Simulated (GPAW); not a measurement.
Runs of GPAW 26.7.0 on SrO. It takes space group Fm-3m (No. 225, cubic). The conventional cell has a = 5.133 Å, b = 5.133 Å, c = 5.133 Å, α = 90.00°, β = 90.00°, γ = 90.00°. Around Sr (site symmetry m-3m) lie 6 O at 2.57 Å. O (site symmetry m-3m) has 6 Sr at 2.57 Å as nearest neighbours. 

```csv
task,level,cell,k mesh,cutoff (eV),maxiter,other keys,gap on the mesh (eV),pressure (GPa),largest force (eV/Å)
electron localisation function,TASK,"atoms moved at random, drawn with an rms of 0.1 Å",6 × 6 × 6,800,150,-,5.26,14.1,0.73
single point,PBE,"atoms moved at random, drawn with an rms of 0.05 Å",9 × 9 × 9,800,150,-,3.45,4.0,0.19
single point,PBE,as given,9 × 9 × 9,800,150,-,(a),3.8,-
single point,TPSS,cell strained at random at fixed volume,6 × 7 × 6,700,60,"several, not listed",3.24,2.6,-
```

Alike in all rows: potentials or basis GPAW PAW data sets (gpaw-data 1.2.1), pw; no spin polarisation; smearing fermi-dirac 0.05 eV.

Task: Estimate the missing entries.

Result: (a) 3.42.

Caveats: an odd mesh through Γ misses points on the zone boundary, where band edges often lie (some runs); the PAW data sets were made with another functional, which shifts forces and pressure a little (some runs); the cutoff is short for stress and forces, so pressures can be off by a GPa or more (some runs).

A k mesh can miss the band edges, and the runs leave out spin-orbit coupling on Sr.
